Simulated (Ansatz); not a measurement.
## What DFT gives for TiPbO3

```
CELL_PARAMETERS angstrom
3.97557 0.00000 0.00000
0.00000 3.97557 0.00000
0.00000 0.00000 4.04179
ATOMIC_POSITIONS crystal
Pb 0.00000 0.00000 0.00000
Ti 0.50000 0.50000 0.52300
O 0.50000 0.50000 0.06100
O 0.50000 0.00000 0.56300
O 0.00000 0.50000 0.56300
```

The numbers come from plane-wave PAW DFT (Ansatz): PBE, no spin polarisation, 420 eV, 7×7×6 Γ-centred k points, fermi-dirac occupations (width 0.1 eV). Nothing was relaxed.

- Band edges: Within 0.7 eV of the edges, the states project mainly on O p (89 %) below the gap and on Ti d (89 %) above it.
- Charges: Bader charges in e: Ti +2.23, Pb +1.39, O -1.21. In the mean Ti gives up most and O takes most.
- Electronic structure: The gap is 1.72 eV, indirect (the least direct gap found is 1.83 eV).
- Contacts: Ti–O at 1.87 Å: least valence density 0.90 e/Å³ and ELF 0.25 there. Pb–O at 2.66 Å: least valence density 0.22 e/Å³ and ELF 0.13 there, a closed-shell (ionic or weak) contact. These are pseudo-fields; inside the PAW spheres they differ from the all-electron ones.
- Stress: The pressure is -2.0 GPa (compression positive), so with the atoms held at these fractions the cell would first shrink.

Origin: a database entry at a rescaled volume. Caveats: no spin-orbit coupling, which can shift this gap by tenths of an eV.
